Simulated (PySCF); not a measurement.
Record of a relaxation.

Aniline, C6H7N.
SMILES with atom numbers: `[NH2:1][c:2]1[cH:3][cH:4][cH:5][cH:6][cH:7]1` (hydrogens: H8, H9 on N1; H10 on C3; H11 on C4; H12 on C5; H13 on C6; H14 on C7)

Computed by this run: CAM-B3LYP/def2-SV(P) geometry optimisation, gas phase in PySCF 2.14.0; density fitting, grid level 1; the optimiser is geomeTRIC in internal coordinates, started from a GFN2-xTB structure. The frame can shift and turn from step to step; on so coarse a grid that alone can change the energy by a few meV, and forces under 0.02 eV/Å are noise.

Step 0: E = -7815.4439 eV, largest atomic force 0.499 eV/Å
```
atom  x, y, z in Å  |  force x, y, z in eV/Å
N1      2.277   -0.211    0.201   -0.060  -0.027   0.072
C2      0.908   -0.079    0.067    0.226  -0.079   0.165
C3      0.262    1.081    0.494    0.018  -0.040  -0.063
C4     -1.114    1.181    0.427    0.006  -0.075  -0.050
C5     -1.871    0.131   -0.067   -0.146   0.006   0.001
C6     -1.236   -1.023   -0.494    0.020   0.089   0.006
C7      0.139   -1.131   -0.431    0.030   0.070  -0.008
H8      2.714   -0.915   -0.371    0.203  -0.175  -0.149
H9      2.801    0.645    0.281    0.222   0.208   0.011
H10     0.851    1.902    0.879    0.245   0.364   0.193
H11    -1.599    2.086    0.760   -0.210   0.416   0.154
H12    -2.946    0.212   -0.118   -0.497   0.037  -0.022
H13    -1.818   -1.846   -0.884   -0.256  -0.379  -0.175
H14     0.633   -2.033   -0.766    0.199  -0.415  -0.135
```

Step 1: E = -7815.4786 eV, largest atomic force 0.094 eV/Å
```
atom  x, y, z in Å  |  force x, y, z in eV/Å
N1      2.357   -0.201    0.177    0.044  -0.001  -0.009
C2      0.980   -0.080    0.069    0.001   0.021  -0.047
C3      0.324    1.085    0.493    0.056   0.050   0.054
C4     -1.060    1.186    0.421   -0.048   0.078   0.022
C5     -1.829    0.136   -0.076   -0.037   0.004  -0.004
C6     -1.182   -1.022   -0.502   -0.057  -0.066  -0.036
C7      0.201   -1.133   -0.434    0.051  -0.079  -0.001
H8      2.802   -0.905   -0.401   -0.022   0.003   0.014
H9      2.888    0.659    0.251   -0.023  -0.010   0.008
H10     0.914    1.918    0.890   -0.022  -0.026  -0.017
H11    -1.546    2.107    0.759    0.022  -0.034  -0.012
H12    -2.918    0.220   -0.132    0.027  -0.003   0.003
H13    -1.766   -1.860   -0.898    0.026   0.030   0.015
H14     0.694   -2.052   -0.769   -0.019   0.032   0.008
```

Step 2: E = -7815.4788 eV, largest atomic force 0.056 eV/Å
```
atom  x, y, z in Å  |  force x, y, z in eV/Å
N1      2.355   -0.200    0.177    0.019  -0.015  -0.014
C2      0.979   -0.080    0.066    0.002   0.017   0.011
C3      0.325    1.087    0.493   -0.011  -0.003   0.000
C4     -1.060    1.188    0.421    0.021  -0.031  -0.014
C5     -1.826    0.136   -0.076   -0.055   0.002  -0.003
C6     -1.183   -1.025   -0.503    0.021   0.033   0.013
C7      0.201   -1.136   -0.435    0.012  -0.002   0.003
H8      2.801   -0.905   -0.399   -0.001  -0.002   0.003
H9      2.885    0.661    0.253   -0.004  -0.001   0.003
H10     0.915    1.918    0.889    0.002  -0.003  -0.003
H11    -1.546    2.108    0.760   -0.002  -0.006  -0.002
H12    -2.914    0.220   -0.131   -0.007   0.000   0.000
H13    -1.767   -1.861   -0.898    0.000   0.006   0.003
H14     0.694   -2.054   -0.770    0.003   0.003   0.000
```

Step 3: E = -7815.4788 eV, largest atomic force 0.073 eV/Å
```
atom  x, y, z in Å  |  force x, y, z in eV/Å
N1      2.357   -0.201    0.176   -0.014   0.015  -0.002
C2      0.981   -0.078    0.065   -0.004  -0.018   0.021
C3      0.324    1.087    0.493   -0.020  -0.036  -0.027
C4     -1.061    1.187    0.421    0.001  -0.005  -0.002
C5     -1.831    0.136   -0.077    0.073  -0.004   0.005
C6     -1.182   -1.022   -0.502    0.002  -0.003  -0.002
C7      0.203   -1.134   -0.435   -0.035   0.050   0.008
H8      2.801   -0.908   -0.399    0.005  -0.003  -0.003
H9      2.888    0.658    0.253    0.009   0.004   0.001
H10     0.913    1.919    0.890    0.007   0.012   0.006
H11    -1.546    2.106    0.760   -0.009   0.020   0.008
H12    -2.918    0.219   -0.132   -0.006   0.001  -0.001
H13    -1.764   -1.860   -0.897   -0.013  -0.019  -0.008
H14     0.695   -2.052   -0.769    0.004  -0.013  -0.004
```

Step 4: E = -7815.4790 eV, largest atomic force under 0.02 eV/Å
```
atom  x, y, z in Å  |  force x, y, z in eV/Å
N1      2.357   -0.201    0.176   -0.003   0.009  -0.001
C2      0.980   -0.078    0.067   -0.009  -0.006  -0.005
C3      0.324    1.087    0.493    0.012   0.007   0.005
C4     -1.061    1.187    0.421   -0.002  -0.002  -0.001
C5     -1.829    0.136   -0.077   -0.005   0.002   0.000
C6     -1.183   -1.023   -0.502    0.005   0.006   0.003
C7      0.202   -1.133   -0.434    0.002  -0.015  -0.005
H8      2.801   -0.907   -0.399   -0.003   0.000   0.002
H9      2.888    0.658    0.253   -0.001  -0.001   0.002
H10     0.913    1.919    0.889   -0.001   0.001   0.000
H11    -1.547    2.107    0.760    0.001  -0.001   0.000
H12    -2.917    0.219   -0.132    0.000   0.001   0.000
H13    -1.765   -1.861   -0.897    0.002   0.001   0.001
H14     0.695   -2.051   -0.769    0.000  -0.002  -0.001
```

Q: Summarise the path.

A: The energy falls by 0.81 kcal/mol from step 0 to step 4; nine tenths of that is first reached at step 1. It falls at every step. The largest force goes from 0.499 to under 0.02 eV/Å. Among the bonds C4–H11 changes most (a near tie, within 0.001 Å, with another), from 1.080 to 1.094 Å; the atoms move by 0.021 Å rms after alignment.

Q: Follow the three bonds and two angles with the largest change from start to end.

A: 
```csv
step,E above end (kcal/mol),largest force (eV/Å),C4–H11 (Å),C6–H13 (Å),C5–H12 (Å),C4–C5–C6 (°),C2–N1–H8 (°)
0,0.81,0.499,1.080,1.081,1.079,119.4,116.2
1,0.01,0.094,1.095,1.095,1.093,118.6,116.9
2,0.00,0.056,1.094,1.094,1.092,119.0,116.8
3,0.00,0.073,1.093,1.093,1.092,118.6,116.8
4,0.00,under 0.02,1.094,1.094,1.093,118.7,116.9
```

What follows is the cost of the whole optimisation. On one thread of an Intel Xeon 6975P-C, no GPU, on a shared host, this took 19 s of wall time and 0.60 GiB of memory at its peak.
